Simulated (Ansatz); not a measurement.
**SnO2: equation of state with PBEsol**

The system is SnO2.

```
Sn O
1.0
    -3.24890    3.41447    3.41402
     3.24890   -3.41447    3.41402
     3.24890    3.41447   -3.41402
Sn O
4 8
Direct
  0.50000 0.00000 0.00000
  0.50000 0.50000 0.50000
  0.00360 0.75360 0.25000
  0.99640 0.24640 0.75000
  0.80650 0.80377 0.49728
  0.80650 0.30922 0.00272
  0.30244 0.24594 0.05649
  0.68944 0.24594 0.44350
  0.31056 0.75406 0.55649
  0.19350 0.69078 0.99728
  0.69756 0.75406 0.94351
  0.19350 0.19623 0.50272
```

The cell is a database's computed one.

```json
{"Program": "Ansatz 0.2.0", "Task": "equation of state", "Functional": "PBEsol", "Potentials or basis": "Ansatz PAW", "Cutoff": "420 eV", "Density cutoff": "1680 eV", "k mesh": "6 × 6 × 6", "Occupations": "fermi-dirac, width 0.05 eV", "Spin": "no spin polarisation"}
```

- Equilibrium volume: 12.18 Å³/atom
- Bulk modulus at fixed shape and positions: 200 GPa
- Pressure derivative of the bulk modulus: 5.1

Energy against volume, from the lowest point:
```csv
volume (Å³/atom),energy (meV/atom)
11.867,5.11
12.119,0.00
12.372,1.70
12.624,9.25
12.877,22.15
13.129,39.67
13.382,61.22
```

All runs of the series together: 67 s on 4 threads of Arm Neoverse V1 (shared host).

Caveat: the cell was scaled at fixed shape and fractional positions, which overstates the stiffness of a crystal with free parameters, most of all of layers and chains.
